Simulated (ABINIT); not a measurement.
# HfO2 (Fm-3m) in ABINIT: notebook, part 2 of 3

ABINIT 10.8.3 (patched build).

## (3) COHSEX levels, PBE

File run.abi:

```
# Datasets
ndtset 4

# Pseudopotentials
pp_dirpath "./"
pseudos "Hf.upf, O.upf"

# Structure
acell 3*1.0 Angstrom
rprim
     0.0000000000     2.5575000000     2.5575000000
     2.5575000000     0.0000000000     2.5575000000
     2.5575000000     2.5575000000     0.0000000000
ntypat 2
znucl 72 8
natom 3
typat 1 2 2
xred
            0.0            0.0            0.0
            3/4            3/4            3/4
            1/4            1/4            1/4

# Plane-wave basis
ecut 35.0

# k points
kptopt 1
ngkpt 4 4 4
nshiftk 1
shiftk 0.0 0.0 0.0
istwfk *1

# Exchange and correlation
ixc 11

# Bands and occupations
occopt 1

# SCF cycle
nstep 80
diemac 6.0

# Output
iomode 3
prteig 0
prtebands 0

# Dataset 1: ground state
nband1 12
tolvrs1 1.0e-12
prtden1 1
prtwf1 0

# Dataset 2: empty bands at fixed density
iscf2 -2
getden2 1
nband2 75
nbdbuf2 6
tolwfr2 1.0e-12
nstep2 120
prtden2 0

# Dataset 3: screening
optdriver3 3
getwfk3 2
nband3 69
ecuteps3 8.0
ecutwfn3 21.0
inclvkb3 2
gwcalctyp3 7

# Dataset 4: self-energy
optdriver4 4
getwfk4 2
nband4 20
ecuteps4 8.0
ecutsigx4 35.0
ecutwfn4 35.0
symsigma4 1
gwcalctyp4 7
getscr4 3
gw_qprange4 0
```

Potentials or basis: PseudoDojo NC SR PBE v0.4.1 standard.

Started as:

```console
abinit run.abi > log 2>&1
```

run.abo:

```text
.Version 10.8.3 of ABINIT
 DATASET    1 : space group Fm -3 m (#225); Bravais cF (face-center cubic)
================================================================================
 Values of the parameters that define the memory need for DATASET  1.
     intxc =       0    ionmov =       0      iscf =       7    lmnmax =       8
     lnmax =       8     mgfft =      40  mpssoang =       4    mqgrid =    3001
     natom =       3  nloc_mem =       1    nspden =       1   nspinor =       1
    nsppol =       1      nsym =      48    n1xccc =    2501    ntypat =       2
    occopt =       1   xclevel =       2
       mpw =        2252          nfft =       64000          nkpt =           8
================================================================================
================================================================================
[... 25 lines left out ...]
 DATASET    4 : space group Fm -3 m (#225); Bravais cF (face-center cubic)
================================================================================
 Values of the parameters that define the memory need for DATASET  4.
     intxc =       0    ionmov =       0      iscf =       7    lmnmax =       8
     lnmax =       8     mgfft =      40  mpssoang =       4    mqgrid =    3001
     natom =       3  nloc_mem =       1    nspden =       1   nspinor =       1
    nsppol =       1      nsym =      48    n1xccc =    2501    ntypat =       2
    occopt =       1   xclevel =       2
       mpw =        2252          nfft =       64000          nkpt =           8
================================================================================
================================================================================

--------------------------------------------------------------------------------
------------- Echo of variables that govern the present computation ------------
--------------------------------------------------------------------------------
 -outvars: echo values of preprocessed input variables --------
            acell      1.8897261259E+00  1.8897261259E+00  1.8897261259E+00 Bohr
              amu      1.78490000E+02  1.59994000E+01
           diemac      6.00000000E+00
             ecut1     3.50000000E+01 Hartree
             ecut2     3.50000000E+01 Hartree
             ecut3     2.10000000E+01 Hartree
             ecut4     3.50000000E+01 Hartree
          ecuteps1     0.00000000E+00 Hartree
          ecuteps2     0.00000000E+00 Hartree
          ecuteps3     8.00000000E+00 Hartree
          ecuteps4     8.00000000E+00 Hartree
         ecutsigx1     0.00000000E+00 Hartree
         ecutsigx2     0.00000000E+00 Hartree
[... 630 lines left out ...]
 max omega for Sigma on real axis  [eV]           0.00
 zcut for avoiding poles [eV]                     0.10

 EPSILON^-1 parameters (SCR file):
 dimension of the eps^-1 matrix on file            259
 dimension of the eps^-1 matrix used               259
 number of plane-waves for wavefunctions          1037
 number of bands                                    69
 number of q-points in IBZ                           8
 number of frequencies                               1
 number of real frequencies                          1
 number of imag frequencies                          0

 matrix elements of self-energy operator (all in [eV])

 Perturbative Calculation

--- !SelfEnergy_ee
iteration_state: {dtset: 4, }
kpoint     : [   0.500,    0.500,    0.000, ]
spin       : 1
KS_gap     :    3.767
QP_gap     :    6.367
Delta_QP_KS:    2.599
data: !SigmaeeData |
     Band     E0 <VxcDFT>   SigX SigC(E0)      Z dSigC/dE  Sig(E)    E-E0       E
       12   7.799 -20.870 -25.719   1.669   1.000   0.000 -24.050  -3.180   4.619
       13  11.566 -13.706  -8.097  -6.190   1.000   0.000 -14.287  -0.581  10.986
...

== END DATASET(S) ==============================================================
================================================================================

 -outvars: echo values of variables after computation  --------
            acell      1.8897261259E+00  1.8897261259E+00  1.8897261259E+00 Bohr
           etotal1    -8.9703800763E+01
           etotal3     0.0000000000E+00
           etotal4     0.0000000000E+00
            fcart1     1.4857076449E-28  4.4571229347E-28 -7.4285382244E-28
                      -5.1999767571E-28 -2.2285614673E-28  8.1713920469E-28
                       3.7142691122E-28 -2.2285614673E-28 -7.4285382244E-29
            fcart3     0.0000000000E+00  0.0000000000E+00  0.0000000000E+00
                       0.0000000000E+00  0.0000000000E+00  0.0000000000E+00
                       0.0000000000E+00  0.0000000000E+00  0.0000000000E+00
            fcart4     0.0000000000E+00  0.0000000000E+00  0.0000000000E+00
                       0.0000000000E+00  0.0000000000E+00  0.0000000000E+00
                       0.0000000000E+00  0.0000000000E+00  0.0000000000E+00
            rprim      0.0000000000E+00  2.5575000000E+00  2.5575000000E+00
                       2.5575000000E+00  0.0000000000E+00  2.5575000000E+00
                       2.5575000000E+00  2.5575000000E+00  0.0000000000E+00
           strten1     2.1615204660E-04  2.1615204660E-04  2.1615204660E-04
                       0.0000000000E+00  0.0000000000E+00  0.0000000000E+00
           strten3     0.0000000000E+00  0.0000000000E+00  0.0000000000E+00
                       0.0000000000E+00  0.0000000000E+00  0.0000000000E+00
           strten4     0.0000000000E+00  0.0000000000E+00  0.0000000000E+00
                       0.0000000000E+00  0.0000000000E+00  0.0000000000E+00
           xangst      0.0000000000E+00  0.0000000000E+00  0.0000000000E+00
                       3.8362500000E+00  3.8362500000E+00  3.8362500000E+00
                       1.2787500000E+00  1.2787500000E+00  1.2787500000E+00
             xred      0.0000000000E+00  0.0000000000E+00  0.0000000000E+00
                       7.5000000000E-01  7.5000000000E-01  7.5000000000E-01
                       2.5000000000E-01  2.5000000000E-01  2.5000000000E-01
 Calculation completed.
```

Wall time 91 s (1 thread of Arm Neoverse V1, shared host); peak memory 0.22 GiB.

What came out:

```
Band gap on the k mesh, mean-field level : 3.77 eV, direct
Quasiparticle gap                        : 6.37 eV
Least direct quasiparticle gap           : 6.37 eV
```

Quasiparticle levels (energies in eV):
```tsv
k	band	e ks	vxc	sigma x	sigma c	z	e qp
[0.5, 0.5, 0.0]	12	7.799	-20.87	-25.719	1.669	1	4.619
[0.5, 0.5, 0.0]	13	11.566	-13.706	-8.097	-6.19	1	10.986
```

Caveat: the k mesh is coarse (spacing up to 0.53 Å⁻¹), so the values aren't converged; bands and screening cutoff are small, so the values aren't converged; the k mesh is coarse for a many-body step; spin-orbit coupling is left out, which moves the levels of the heavy elements. A k mesh can miss the band edges.

## (4) EvGW0 quasiparticle levels, PBE

File run.abi:

```
# Datasets
ndtset 6

# Pseudopotentials
pp_dirpath "./"
pseudos "Hf.upf, O.upf"

# Structure
acell 3*1.0
rprim
     0.0000000000     4.8329745637     4.8329745637
     4.8329745637     0.0000000000     4.8329745637
     4.8329745637     4.8329745637     0.0000000000
ntypat 2
znucl 72 8
natom 3
typat 1 2 2
xred
            0.0            0.0            0.0
            3/4            3/4            3/4
            1/4            1/4            1/4

# Plane-wave basis
ecut 952.398519 eV

# k points
kptopt 1
ngkpt 4 4 4
nshiftk 1
shiftk 0.0 0.0 0.0
istwfk *1

# Exchange and correlation
ixc 11

# Bands and occupations
occopt 1

# SCF cycle
nstep 80
diemac 6.0

# Output
iomode 3
prteig 0
prtebands 0

# Dataset 1: ground state
nband1 12
tolvrs1 1.0e-12
prtden1 1
prtwf1 0

# Dataset 2: empty bands at fixed density
iscf2 -2
getden2 1
nband2 84
nbdbuf2 6
tolwfr2 1.0e-12
nstep2 120
prtden2 0

# Dataset 3: screening
optdriver3 3
getwfk3 2
nband3 78
ecuteps3 9.9
ecutwfn3 21.0
inclvkb3 2
gwcalctyp3 10

# Dataset 4: self-energy
optdriver4 4
getwfk4 2
nband4 78
ecuteps4 9.9
ecutsigx4 35.0
ecutwfn4 35.0
symsigma4 1
gwcalctyp4 10
getscr4 3
gw_qprange4 -18

# Dataset 5: self-energy
optdriver5 4
getwfk5 2
nband5 78
ecuteps5 9.9
ecutsigx5 35.0
ecutwfn5 35.0
symsigma5 1
gwcalctyp5 10
getscr5 3
getqps5 4
gw_qprange5 -18

# Dataset 6: self-energy
optdriver6 4
getwfk6 2
nband6 78
ecuteps6 9.9
ecutsigx6 35.0
ecutwfn6 35.0
symsigma6 1
gwcalctyp6 10
getscr6 3
getqps6 5
gw_qprange6 -18
```

Potentials or basis: PseudoDojo NC SR PBE v0.4.1 standard.

Started as:

```console
mpirun --bind-to none -np 4 abinit run.abi > log 2>&1
```

run.abo:

```text
.Version 10.8.3 of ABINIT
 DATASET    1 : space group Fm -3 m (#225); Bravais cF (face-center cubic)
================================================================================
 Values of the parameters that define the memory need for DATASET  1.
     intxc =       0    ionmov =       0      iscf =       7    lmnmax =       8
     lnmax =       8     mgfft =      40  mpssoang =       4    mqgrid =    3001
     natom =       3  nloc_mem =       1    nspden =       1   nspinor =       1
    nsppol =       1      nsym =      48    n1xccc =    2501    ntypat =       2
    occopt =       1   xclevel =       2
       mpw =        2252          nfft =       64000          nkpt =           8
================================================================================
================================================================================
[... 49 lines left out ...]
 DATASET    6 : space group Fm -3 m (#225); Bravais cF (face-center cubic)
================================================================================
[... 2078 lines left out ...]
                       0.0000000000E+00  0.0000000000E+00  0.0000000000E+00
            rprim      0.0000000000E+00  4.8329745637E+00  4.8329745637E+00
                       4.8329745637E+00  0.0000000000E+00  4.8329745637E+00
                       4.8329745637E+00  4.8329745637E+00  0.0000000000E+00
           strten1     2.1615202985E-04  2.1615202985E-04  2.1615202985E-04
                       0.0000000000E+00  0.0000000000E+00  0.0000000000E+00
           strten3     0.0000000000E+00  0.0000000000E+00  0.0000000000E+00
                       0.0000000000E+00  0.0000000000E+00  0.0000000000E+00
           strten4     0.0000000000E+00  0.0000000000E+00  0.0000000000E+00
                       0.0000000000E+00  0.0000000000E+00  0.0000000000E+00
           strten5     0.0000000000E+00  0.0000000000E+00  0.0000000000E+00
                       0.0000000000E+00  0.0000000000E+00  0.0000000000E+00
           strten6     0.0000000000E+00  0.0000000000E+00  0.0000000000E+00
                       0.0000000000E+00  0.0000000000E+00  0.0000000000E+00
           xangst      0.0000000000E+00  0.0000000000E+00  0.0000000000E+00
                       3.8362499974E+00  3.8362499974E+00  3.8362499974E+00
                       1.2787499991E+00  1.2787499991E+00  1.2787499991E+00
             xred      0.0000000000E+00  0.0000000000E+00  0.0000000000E+00
                       7.5000000000E-01  7.5000000000E-01  7.5000000000E-01
                       2.5000000000E-01  2.5000000000E-01  2.5000000000E-01
 Calculation completed.
```

It took 19 min on 4 MPI ranks of Arm Neoverse V2, shared host; peak memory 1.8 GiB.

What came out:

* Band gap on the k mesh, mean-field level: 3.77 eV, direct
* Quasiparticle gap: 5.25 eV
* Least direct quasiparticle gap: 5.25 eV

Quasiparticle gap after each update of the energies (eV): 5.04, 5.26, 5.25

Caveat: the k mesh is coarse (spacing up to 0.53 Å⁻¹), so the values aren't converged; bands and screening cutoff are small, so the values aren't converged; the k mesh is coarse for a many-body step; the sums over empty bands aren't extrapolated, so the gap can lie some tenths of an eV under the converged one, most of all in nitrides and oxides; spin-orbit coupling is left out, which moves the levels of the heavy elements. A k mesh can miss the band edges.

(Part 2 of 3 ends here.)
